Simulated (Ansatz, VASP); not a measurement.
Two plane-wave programs on Si

```
CELL_PARAMETERS angstrom
4.61097 0.00000 0.00000
-2.30549 3.99322 0.00000
0.00000 0.00000 2.63966
ATOMIC_POSITIONS crystal
Si 0.00000 0.00000 0.00000
Si 0.33333 0.66667 0.50000
Si 0.66667 0.33333 0.50000
```

Alike in both runs: task single point; functional RPBE; k mesh 9 × 9 × 14; occupations fermi-dirac, width 0.1 eV; no spin polarisation.

|  | VASP | Ansatz |
| --- | --- | --- |
| version | VASP 6.6.1 | Ansatz 0.2.0 |
| potentials or method | VASP PAW PBE potentials, release 64 (Si) | plane waves (420 eV) with PAW, scalar-relativistic |
| plane-wave cutoff (eV) | 520 | 420 |
| valence electrons in the cell | 12 | 12 |

VASP gave:

```
pressure (GPa)                                  : -6.3
largest component of the traceless stress (GPa) : 1.31
```

Task: Estimate Ansatz's values.

Result: Pressure (GPa): -6.0; largest component of the traceless stress (GPa): 1.33.

Caveats: the PAW data sets were made with another functional, which shifts forces and pressure a little (VASP).
